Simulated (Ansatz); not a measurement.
# AlN (Fm-3m) in Ansatz: reference runs

How does AlN come out in PBE? The cell is run as given and disturbed.

All numbers are computed with Ansatz 0.2.0; they aren't measurements. Logs are shortened: lines on timing, memory, paths and dates and some standing lists are left out, and cuts for length are marked.

## (1) Starting point

It takes space group Fm-3m (No. 225, cubic). The conventional cell has a = 4.069 Å, b = 4.069 Å, c = 4.069 Å, α = 90.00°, β = 90.00°, γ = 90.00°. Al (site symmetry m-3m) is surrounded by 6 N at 2.03 Å. N (site symmetry m-3m) is surrounded by 6 Al at 2.03 Å.

Measurements of this composition are mostly on another form, of space group No. 186.

## (2) Single point, PBE

Contents of input.yaml:

```yaml
crystal:
  lattice:
    - [0.0, 2.034518, 2.034518]
    - [2.034518, 0.0, 2.034518]
    - [2.034518, 2.034518, 0.0]
  atoms:
    - { symbol: Al, position: [0.5, 0.5, 0.5] }
    - { symbol: "N", position: [0.0, 0.0, 0.0] }
kpoints:
  mp_grid: { grid: [11, 11, 11] }
scf:
  occupations: { method: fermi_dirac, width: 0.05 }
hamiltonian:
  xc: pbe
  pseudopotentials: { kind: all_electron, lapw: { basis_error: 0.001 } }
output:
  forces: true
  stress: true
  eigenvalues: true
  populations: true
```

Potentials or basis: all-electron LAPW, scalar-relativistic.

Launch:

```bash
> ansatz run input.yaml --threads 1 --pin off --max-ram 3072MiB --backend cpu --events-out ev --progress --plain --runs-dir out
```

Standard output:

```text
Warning: RAYON_NUM_THREADS=1 ignored (pool sized by the plan → 1); use --threads N
Al: projections on atomic orbitals take those of the free atom 1s2 2s2 2p6 3s2 3p1, of charge +0.00 (hamiltonian.pseudopotentials.projection_atoms)
N: projections on atomic orbitals take those of the free atom 1s2 2s2 2p3, of charge +0.00 (hamiltonian.pseudopotentials.projection_atoms)
LAPW: plane waves up to 9.188 Å⁻¹, error target 1.0e-3 eV per atom; small_component_spin mean_spin; N in spheres of 0.986 Å, 7 of its electrons in bands, Dirac shells []; Al in spheres of 1.048 Å, 11 of its electrons in bands, Dirac shells [] (how accurate: hamiltonian.pseudopotentials.lapw.basis_error, Limitations)
Engine: ansatz 0.2.0, x86_64-unknown-linux-gnu
Pseudopotentials: kind: all_electron
Pseudopotential: Al, LAPW, valence charge 11, lapw/all_electron/scalar/gaussian/Al, Koelling and Harmon's equation, gaussian nucleus
Pseudopotential: N, LAPW, valence charge 7, lapw/all_electron/scalar/gaussian/N, Koelling and Harmon's equation, gaussian nucleus
Functional definition: PBE
  parameter kappa = 0.804
  parameter beta = 0.06672455060314922
  exchange = pbe_x(kappa = kappa, mu = beta*pi^2/3)
  correlation = pbe_c(beta = beta)
Crystal: 2 atoms, lattice volume = 16.843 Å³
Basis set: ecut = 321.6577703694039 eV, 229 PW (Γ), exchange–correlation at level 2
Bands: 13, of which v1, the nominal top of the filled ones, is band 9 counted from 1 (8 counted from 0)
Symmetry: 48 space group operations
Space group: Fm-3m (ITA 225), of the structure as read, at distance tolerance 2.6e-5 Å
k-points: 56 of 1331
Non-local potential: Al, projectors of the file, none
Non-local potential: N, projectors of the file, none
Initial density: superposition of atomic densities (chi_scale 0.1, normalization cell, long waves kept (reshape's long-wave potential 0.00 eV rms))
Initial wavefunctions: plane waves of lowest kinetic energy (no species holds an atomic orbital)
Functional: x = pbe(κ = 0.804, μ = 0.2195149727645171), c = pbe(β = 0.06672455060314922)
iter 1 solved again at ethr=1.81e-2 eV; its pass at ethr=1.00e-1 eV (dr2=3.26e0 eV) is discarded
SCF iter   1: F=—  HF=-8101.812684 eV  |F-HF|=—  |Δ(HF+E_count)|=         —  Δρ=1.36e-1  dr2=3.26e0  ethr=1.81e-2  ⟨swp⟩=2.0  Hψ=5145  notcnv=0
preconditioner: auto → none  [insulator: Δε(μ)=6.526 eV  Ē_g=17.733 eV  σ=0.050 eV  W_gap=1.00  n_scr=8 (ndim 8)  ℏωp=25.6 eV  f_vac=0.000  D(μ)=0.00/eV (n_scr^D=0)  ε∞_Penn≈3.1]
iter 2 solved again at ethr=2.53e-4 eV; its pass at ethr=1.81e-2 eV (dr2=4.55e-2 eV) is discarded
SCF iter   2: F=—  HF=-8100.234594 eV  |F-HF|=—  |Δ(HF+E_count)|=    1.58e0  Δρ=2.40e-2  dr2=4.56e-2  ethr=2.53e-4  ⟨swp⟩=2.4  Hψ=3886  notcnv=0
SCF iter   3: F=—  HF=-8100.070760 eV  |F-HF|=—  |Δ(HF+E_count)|=         —  Δρ=1.44e-2  dr2=3.02e-2  ethr=2.53e-4  ⟨swp⟩=3.0  Hψ=2369  notcnv=0
the basis was enlarged: its passes take 129.4 KiB over the memory plan, 1 of 1 planned eigensolver slots
SCF iter   4: F=—  HF=-8100.069956 eV  |F-HF|=—  |Δ(HF+E_count)|=   8.04e-4  Δρ=8.15e-4  dr2=8.63e-5  ethr=1.68e-4  ⟨swp⟩=2.0  Hψ=2184  notcnv=0
SCF iter   5: F=—  HF=-8100.069972 eV  |F-HF|=—  |Δ(HF+E_count)|=   1.60e-5  Δρ=1.44e-4  dr2=1.52e-6  ethr=4.80e-7  ⟨swp⟩=2.2  Hψ=1978  notcnv=0
SCF iter   6: F=—  HF=-8100.069972 eV  |F-HF|=—  |Δ(HF+E_count)|=   1.27e-7  Δρ=2.55e-5  dr2=5.12e-8  ethr=8.43e-9  ⟨swp⟩=2.9  Hψ=2068  notcnv=0
SCF iter   7: F=-8100.069972 eV  HF=-8100.069972 eV  |F-HF|=1.26e-10  |Δ(HF+E_count)|=   7.77e-8  Δρ=2.03e-6  dr2=5.62e-10  ethr=2.84e-10  ⟨swp⟩=2.6  Hψ=2019  notcnv=0
SCF 1 converged in 7 iterations: F = -8100.069972 eV  dr2 = 5.62e-10
SCF converged after 7 iterations
Free energy (F): -8100.069972 eV
Harris-Foulkes:  -8100.069972 eV  (|F-HF|=1.26e-10)
Internal energy: -8100.069972 eV  (E = F + TS)
E sigma→0 (E₀):  -8100.069972 eV
Fermi energy:    15.143225 eV
--- Per-component energies (eV) ---
  E_band       = -1153.025734
  E_kinetic    = 8109.498347
  E_xc         = -698.134492
  E_electrostatic = -15511.433827  (all electrons and nuclei)
  E_smearing   = -0.000000  (= −TS)
  E_closure    = 0.000000  (closes the sum)
  E_atoms      = -8085.525438  (free atoms, spherical and without spin; not in F)
  Σ components = -8100.069972   (vs F -8100.069972, Δ=0.00e0)
  Basis errors (estimates in eV, not in F): energy 3.8e-4 per atom: plane waves 3.3e-4 (1.9e-4 summed), levels above the bands 4.9e-101, relativity 3.4e-8, radial functions 5.5e-5, core shells 3.1e-13; eigenvalues (radial functions only) 8.7e-6; not estimated: angular momenta, meshes, grids; target (lapw.basis_error) 1.0e-3; muffin-tin radii N 0.986 Å, Al 1.048 Å
--- Forces (eV/Å), atoms counted from 1 ---
  atom   1  Al     0.00000000    -0.00000000    -0.00000000
  atom   2  N     -0.00000000     0.00000000    -0.00000000
  max |Σ_I F_I| component: 5.26e-31 eV/Å
--- Stress (GPa, compression-positive) ---
        0.331443       0.000000      -0.000000
        0.000000       0.331443       0.000000
       -0.000000       0.000000       0.331443
  P = ⅓ Tr σ = 0.3314 GPa (3.314 kbar)
--- Band table (eV; the first three rows and the last of 56) ---
  k-point 0: bands = ["-361.6497", "-89.1707", "-50.6296", "-50.6296", "-50.6296", "-4.5219", "12.8555", "12.8555", "12.8555", "18.2686", "24.9497", "24.9497", "24.9497"]
  k-point 1: bands = ["-361.6497", "-89.1705", "-50.6315", "-50.6299", "-50.6299", "-4.3548", "11.9969", "12.7571", "12.7571", "18.8192", "24.1569", "25.1958", "25.1958"]
  k-point 2: bands = ["-361.6497", "-89.1700", "-50.6363", "-50.6305", "-50.6305", "-3.8662", "10.1360", "12.5093", "12.5093", "19.5453", "23.4839", "25.4394", "25.4394"]
  k-point 55: bands = ["-361.6497", "-89.1672", "-50.6452", "-50.6441", "-50.6379", "-0.2806", "7.0395", "7.3213", "9.3527", "20.5570", "22.8645", "24.0477", "25.2436"]
--- Löwdin populations: 2 sites ---
  site symbol       q [e]
     0     Al     11.9554
     1      N      7.9695
  spilling = 0.003754 (of n_electrons = 20.000000)
```

Wall time 3 s (1 thread of Intel Xeon 6975P-C (Granite Rapids), shared host); peak memory 0.3 GiB.

What came out:

- Free energy: -8100.0700 eV
- Pressure: 0.3 GPa
- Band gap on the k mesh: 4.57 eV, indirect (least direct gap 5.41 eV)
- Loewdin charges: Al +1.04; N -0.97 e

Caveat: an odd mesh through Γ misses points on the zone boundary, where band edges often lie. As with any semilocal functional, this PBE gap is likely too small.

## (3) Equation of state, PBE

Potentials or basis: all-electron LAPW, scalar-relativistic.

This step only gathers the single runs of the series.

Results:

| Property | Result |
| --- | --- |
| Equilibrium volume | 8.43 Å³/atom |
| Bulk modulus | 251 GPa |
| Pressure derivative of the bulk modulus | 4.0 |

Energy against volume, from the lowest point:
| volume (Å³/atom) | energy (meV/atom) |
| --- | --- |
| 7.916 | 27.44 |
| 8.085 | 12.02 |
| 8.253 | 3.08 |
| 8.421 | 0.00 |
| 8.590 | 2.22 |
| 8.758 | 9.23 |
| 8.927 | 20.59 |

## (4) Single point, PBE (atoms moved at random, drawn with an rms of 0.05 Å)

input.yaml: that of step 2 with these lines changed.

```diff
@@ -6,4 +6,4 @@
   atoms:
-    - { symbol: Al, position: [0.5, 0.5, 0.5] }
-    - { symbol: "N", position: [0.0, 0.0, 0.0] }
+    - { symbol: Al, position: [0.502545, 0.509028, 0.48633] }
+    - { symbol: "N", position: [-0.007608, 0.003719, 0.002068] }
 kpoints:
```

Potentials or basis: all-electron LAPW, scalar-relativistic.

Launch:

```bash
> ansatz run input.yaml --threads 1 --pin off --max-ram 3072MiB --backend cpu --events-out ev --progress --plain --runs-dir out
```

Standard output:

```text
Warning: RAYON_NUM_THREADS=1 ignored (pool sized by the plan → 1); use --threads N
Al: projections on atomic orbitals take those of the free atom 1s2 2s2 2p6 3s2 3p1, of charge +0.00 (hamiltonian.pseudopotentials.projection_atoms)
N: projections on atomic orbitals take those of the free atom 1s2 2s2 2p3, of charge +0.00 (hamiltonian.pseudopotentials.projection_atoms)
LAPW: plane waves up to 9.348 Å⁻¹, error target 1.0e-3 eV per atom; small_component_spin mean_spin; N in spheres of 0.969 Å, 7 of its electrons in bands, Dirac shells []; Al in spheres of 1.034 Å, 11 of its electrons in bands, Dirac shells [] (how accurate: hamiltonian.pseudopotentials.lapw.basis_error, Limitations)
Engine: ansatz 0.2.0, x86_64-unknown-linux-gnu
Pseudopotentials: kind: all_electron
Pseudopotential: Al, LAPW, valence charge 11, lapw/all_electron/scalar/gaussian/Al, Koelling and Harmon's equation, gaussian nucleus
Pseudopotential: N, LAPW, valence charge 7, lapw/all_electron/scalar/gaussian/N, Koelling and Harmon's equation, gaussian nucleus
Functional definition: PBE
  parameter kappa = 0.804
  parameter beta = 0.06672455060314922
  exchange = pbe_x(kappa = kappa, mu = beta*pi^2/3)
  correlation = pbe_c(beta = beta)
[... 39 lines left out ...]
--- Forces (eV/Å), atoms counted from 1 ---
  atom   1  Al     0.13870338     0.07394861    -0.20716489
  atom   2  N     -0.13869882    -0.07394616     0.20715775
  max |Σ_I F_I| component: 7.14e-6 eV/Å
--- Stress (GPa, compression-positive) ---
        0.532286      -0.005525       0.015677
       -0.005525       0.348892       0.008313
        0.015677       0.008313       0.839505
  P = ⅓ Tr σ = 0.5736 GPa (5.736 kbar)
--- Band table (eV; the first three rows and the last of 666) ---
  k-point 0: bands = ["-361.6475", "-89.1684", "-50.6277", "-50.6273", "-50.6270", "-4.5229", "12.8476", "12.8519", "12.8550", "18.2637", "24.9493", "24.9522", "24.9580"]
  k-point 1: bands = ["-361.6475", "-89.1682", "-50.6295", "-50.6275", "-50.6272", "-4.3559", "11.9959", "12.7496", "12.7538", "18.8152", "24.1611", "25.1950", "25.1984"]
  k-point 2: bands = ["-361.6475", "-89.1677", "-50.6344", "-50.6281", "-50.6278", "-3.8674", "10.1353", "12.5022", "12.5064", "19.5441", "23.4827", "25.4376", "25.4398"]
  k-point 665: bands = ["-361.6475", "-89.1657", "-50.6496", "-50.6316", "-50.6307", "-1.2541", "4.8548", "11.1201", "11.7031", "19.4820", "22.8579", "24.0605", "25.8144"]
--- Löwdin populations: 2 sites ---
  site symbol       q [e]
     0     Al     11.9549
     1      N      7.9699
  spilling = 0.003757 (of n_electrons = 20.000000)
```

It took 44 s on 1 thread of Intel Xeon 6975P-C (Granite Rapids), shared host; peak memory 0.74 GiB.

What came out:

```yaml
Free_energy: -8100.0648 eV
Pressure: 0.6 GPa
Largest_force: 0.260 eV/Å
Band_gap_on_the_k_mesh: 4.57 eV, indirect (least direct gap 5.41 eV)
Loewdin_charges: Al +1.05; N -0.97 e
```

Forces on the atoms (eV/Å):
```
Al   0.139  0.074 -0.207
N   -0.139 -0.074  0.207
```

Stress tensor (GPa, compression positive):
```
 0.53 -0.01  0.02
-0.01  0.35  0.01
 0.02  0.01  0.84
```

Caveat: an odd mesh through Γ misses points on the zone boundary, where band edges often lie.

## (5) Summary

```tsv
task	cell	cutoff (eV)	basis error allowed	gap on the mesh (eV)	pressure (GPa)
single point	as given	322	0.001 eV/atom	4.57	0.3
equation of state	as given	-	0.0005 eV/atom	-	-
single point	atoms moved at random, drawn with an rms of 0.05 Å	333	0.001 eV/atom	4.57	0.6
```

Alike in all rows: level PBE; potentials or basis all-electron LAPW, scalar-relativistic; no spin polarisation; k mesh 11 × 11 × 11; smearing fermi-dirac 0.05 eV.

Caveats: an odd mesh through Γ misses points on the zone boundary, where band edges often lie (some runs).

Compare energies only between runs with the same functional and basis.
